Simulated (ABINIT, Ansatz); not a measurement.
# How the form of the self-energy moves the gap of CdSe (Cadmoselite), part 2 of 2

How much does the gap of CdSe (Cadmoselite) depend on the approximation to the self-energy?

ABINIT 10.8.3; PBE and many-body steps on it, plane waves. Known limits of the many-body steps: not at the basis limit; mesh may overstate the screening; no spin-orbit coupling; coarse k mesh.

So far. Step 4 (G0W0, Godby-Needs plasmon pole): The gap on the mesh goes from 0.68 eV to 1.21 eV, a correction of +0.53 eV. Step 5 (G0W0, Engel-Farid plasmon pole): Against G0W0 in ABINIT (3×3×2 mesh, 180 bands, screening to 141.5 eV, Godby-Needs plasmon pole), the gap moves by −0.059 eV.

The database entry behind the starting cell differs from later determinations by our own check (inner coordinate of an old entry), so it need not match the best structure at ambient conditions.

## (6) G0W0, von der Linden-Horsch plasmon pole

Level of this step: G0W0 on PBE, plane waves, norm-conserving pseudopotentials (ABINIT).

run.abi

```
acell 3*1.0 Angstrom
rprim 
  4.300000000016 -0.000000000004 0.000000000000
  -2.150000000005 3.723909236288 0.000000000000
  0.000000000000 0.000000000000 7.020000000000
ntypat 2
znucl 48 34
natom 4
typat 1 1 2 2
xred 
  0.333333333333 0.666666666667 0.000000000000
  0.666666666667 0.333333333333 0.500000000000
  0.333333333333 0.666666666667 0.385000000000
  0.666666666667 0.333333333333 0.885000000000
pp_dirpath "pseudos"
pseudos "Cd.upf, Se.upf"
ecut 48
ngkpt 3 3 2
nshiftk 1
shiftk 0 0 0
kptopt 1
chksymbreak 0
istwfk *1
occopt 1
irdwfk 1
optdriver 4
nband 180
gwcalctyp 0
ecutsigx 48
symsigma 1
nkptgw 1
kptgw 
  0.0000000000 0.0000000000 0.0000000000
bdgw 
  43 46
ecuteps 5.2
irdscr 1
ppmodel 3
indata_prefix "in"
outdata_prefix "out"
tmpdata_prefix "tmp"
```

Command:

```sh
> OMP_NUM_THREADS=1 mpirun -n 4 abinit run.abi > log
```

Numbers of over 12 decimals in the logs are rounded to 6 here.

The program printed:

```text
.Version 10.8.3 of ABINIT. v10.8.2 released Aug 2026.

 Symmetries : space group P6_3 m c (#186); Bravais hP (primitive hexag.)
[... echo of the input left out ...]
== DATASET  1 ==================================================================
-   mpi_nproc: 4, omp_nthreads: 1 (-1 if OMP is not activated)

--- !DatasetInfo
iteration_state: {dtset: 1, }
dimensions: {natom: 4, nkpt: 6, mband: 180, nsppol: 1, nspinor: 1, nspden: 1, mpw: 12066, }
cutoff_energies: {ecut:  48.0, pawecutdg:  -1.0, }
[...]
44   4.910 -16.037 -18.551   1.784   0.878  -0.138 -16.678  -0.641   4.269
       45   5.587 -11.851  -8.051  -3.967   0.895  -0.117 -12.000  -0.150   5.438
       46   6.999 -11.502  -7.255  -4.252   0.895  -0.117 -11.506  -0.004   6.996

== END DATASET(S) ==============================================================
================================================================================

 -outvars: echo values of variables after computation  --------
           etotal      0.0000000000E+00
            nband         180
             nkpt           6
          spgroup         186
 [... the other variables as echoed above ...]

 Calculation completed.
```

Wall time 12 s (4 MPI ranks of Intel Xeon Platinum 8375C at 2.90GHz (Ice Lake), shared host); peak memory 1.9 GiB; 47 s of CPU time.

Numbers from this step:

- G0W0 gap on the points computed: 1.169 eV
- starting gap on the mesh: 0.6773 eV
- k of the valence top: 0, 0, 0
- k of the conduction bottom: 0, 0, 0
- least direct G0W0 gap on the computed points: 1.169 eV

Against G0W0 in ABINIT (3×3×2 mesh, 180 bands, screening to 141.5 eV, Godby-Needs plasmon pole), the gap moves by −0.039 eV.

## (7) One-shot Hartree-Fock

This step: one-shot Hartree-Fock on PBE, plane waves, norm-conserving pseudopotentials.

Edit run.abi of step 6 so:

```diff
@@ -26,4 +26,4 @@
 optdriver 4
-nband 180
-gwcalctyp 0
+nband 48
+gwcalctyp 5
 ecutsigx 48
@@ -35,5 +35,4 @@
   43 46
-ecuteps 5.2
-irdscr 1
-ppmodel 3
+ixc_sigma 40
+fftgw 31
 indata_prefix "in"
```

The program printed:

```text
.Version 10.8.3 of ABINIT. v10.8.2 released Aug 2026.

 Symmetries : space group P6_3 m c (#186); Bravais hP (primitive hexag.)
[... echo of the input left out ...]
== DATASET  1 ==================================================================
-   mpi_nproc: 4, omp_nthreads: 1 (-1 if OMP is not activated)

--- !DatasetInfo
iteration_state: {dtset: 1, }
dimensions: {natom: 4, nkpt: 6, mband: 48, nsppol: 1, nspinor: 1, nspden: 1, mpw: 12066, }
cutoff_energies: {ecut:  48.0, pawecutdg:  -1.0, }
[...]
44   4.910 -16.037 -18.551   0.000   1.000   0.000 -18.551  -2.513   2.397
       45   5.587 -11.851  -8.051   0.000   1.000   0.000  -8.051   3.800   9.387
       46   6.999 -11.502  -7.255   0.000   1.000   0.000  -7.255   4.247  11.247

== END DATASET(S) ==============================================================
================================================================================

 -outvars: echo values of variables after computation  --------
           etotal      0.0000000000E+00
            nband          48
             nkpt           6
          spgroup         186
 [... the other variables as echoed above ...]

 Calculation completed.
```

Elapsed: 5.5 s, on 4 MPI ranks; peak memory 0.47 GiB; 21 s of CPU time.

Numbers from this step:

- quasiparticle gap on the points computed: 6.99 eV
- starting gap on the mesh: 0.6773 eV
- k of the valence top: 0, 0, 0
- k of the conduction bottom: 0, 0, 0
- least direct quasiparticle gap on the computed points: 6.99 eV

Against G0W0 in ABINIT (3×3×2 mesh, 180 bands, screening to 141.5 eV, Godby-Needs plasmon pole), the gap moves by +5.782 eV.

## (8) Side by side

Times are wall times on 4 MPI ranks of Intel Xeon Platinum 8375C at 2.90GHz (Ice Lake), shared host, good to a factor of about two. A run's time includes the screening step that it read.

| run | mesh | bands | screening cutoff (eV) | DFT gap (eV) | gap on the mesh (eV) | direct (eV) | ε∞ used | time |
| --- | --- | --- | --- | --- | --- | --- | --- | --- |
| G0W0, Godby-Needs plasmon pole | 3×3×2 | 180 | 141.5 | 0.677 | 1.208 | 1.208 | 49.40 | 3 min |
| G0W0, Engel-Farid plasmon pole | 3×3×2 | 180 | 141.5 | 0.677 | 1.149 | 1.149 | 49.40 | 3 min |
| G0W0, von der Linden-Horsch plasmon pole | 3×3×2 | 180 | 141.5 | 0.677 | 1.169 | 1.169 | 49.40 | 3 min |
| one-shot Hartree-Fock | 3×3×2 | - | - | 0.677 | 6.990 | 6.990 | - | 5.5 s |

## (9) Summary of results

```json
{"G0W0, Godby-Needs plasmon pole": "1.208 eV", "G0W0, Engel-Farid plasmon pole": "1.149 eV", "G0W0, von der Linden-Horsch plasmon pole": "1.169 eV", "one-shot Hartree-Fock": "6.990 eV", "known limits": "not at the basis limit; mesh may overstate the screening; no spin-orbit coupling; coarse k mesh"}
```

**Reading.** G0W0, Engel-Farid plasmon pole: −0.059 eV against G0W0, Godby-Needs plasmon pole. G0W0, von der Linden-Horsch plasmon pole: −0.039 eV against G0W0, Godby-Needs plasmon pole. One-shot Hartree-Fock: +5.782 eV against G0W0, Godby-Needs plasmon pole. Bare exchange alone opens the gap to 6.99 eV; against G0W0, correlation takes back 5.78 eV. Bands and cutoff are finite, so the gap is not at the basis limit. The miss can reach some tenths of an eV and take either sign; the mesh is an error of its own. In the G0W0 runs levels were corrected at 1 k point alone, so a gap called «on the mesh» is the least over those, and an edge elsewhere would be missed. The 3×3×2 mesh is coarse for this cell, which bears on the long-range parts of exchange and screening. For the PBE start: The RPA ε∞ on this mesh reaches over 25; with a narrow direct gap a coarse mesh can overstate it, and the correction is then too small. The many-body steps are scalar-relativistic: spin-orbit coupling is not in them.

[Paths, hosts, dates, memory and timing lines, banners, echoed tables and standing remarks are left out of the program output.]

[Logs are printed without paths, hosts, clocks, repeated set-up lines and the standing remarks that a program may print on its own settings, such as how far it seeks lower states.]

[Runs of the session that timed out or met a known fault of the program may be left out.]

[Hosts, paths, dates, database ids (printed as entryN), source tags and the programs' standing remarks are cut or masked in the printed files.]

[G0W0 gaps are taken among the corrected bands and points alone; a level outside them can change the order at an edge.]

[Where Ansatz stands beside ABINIT at settings called matched, ABINIT's density can come from a denser mesh and the files from another edition; pairs whose starting gaps differed by over 0.03 eV were left out, so agreement reads better than it is.]
